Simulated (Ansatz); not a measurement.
## WC: one input, then a changed one

The geometry is COD entry 2102244, unchecked; take it as a test cell. The listed cell was then made from it by scaling, straining or moving an atom.

First run: DFT, PBE, PAW with Ansatz's default frozen-core files, scalar-relativistic (Ansatz 0.2.0).

Command: `ansatz run input.yaml --threads 1 --pin off --max-ram 2048MiB --backend cpu --events-out ev --progress --plain --runs-dir out` The run took 5.1 s on 1 thread of Arm Neoverse V1, on a shared host, peak memory 0.38 GiB.

```yaml
crystal:
  lattice:
    - [2.8712014385, 0.0, 0.0]
    - [-1.4356007192, 2.4865333851, 0.0]
    - [0.0, 0.0, 2.8004222886]
  atoms:
    - { symbol: W, position: [0.0, 0.0, 0.0] }
    - { symbol: C, position: [0.6666666667, 0.3333333333, 0.5] }
kpoints:
  mp_grid: { grid: [13, 13, 12] }
scf:
  occupations: { method: fermi_dirac, width: 0.05 }
hamiltonian:
  xc: pbe
  pseudopotentials: { kind: paw }
output:
  forces: true
  stress: true
  eigenvalues: true
  efg: { contact_densities: true }
```

Result: converged; pressure 22.0 GPa; no gap on the k mesh; 6 SCF iterations.

Spin–orbit coupling is left out, though it moves levels of the heavy atoms by tenths of an eV or more.

The input is then changed:

```diff
@@ -10,5 +10,6 @@
   mp_grid: { grid: [13, 13, 12] }
 scf:
-  occupations: { method: fermi_dirac, width: 0.05 }
+  occupations: { method: fermi_dirac, width: 0.2 }
+  eigensolver: { kind: davidson }
 hamiltonian:
   xc: pbe
@@ -19,3 +20,6 @@
   eigenvalues: true
   efg: { contact_densities: true }
+accuracy: low
+basis:
+  precision: f64
```

(1) What does the second run give?

Answers

(1) It converged; energy at zero smearing +0.8 meV/atom from the first run; pressure 22.2 GPa; no gap on the k mesh; 6 SCF iterations. Some of these settings are too coarse for converged properties.
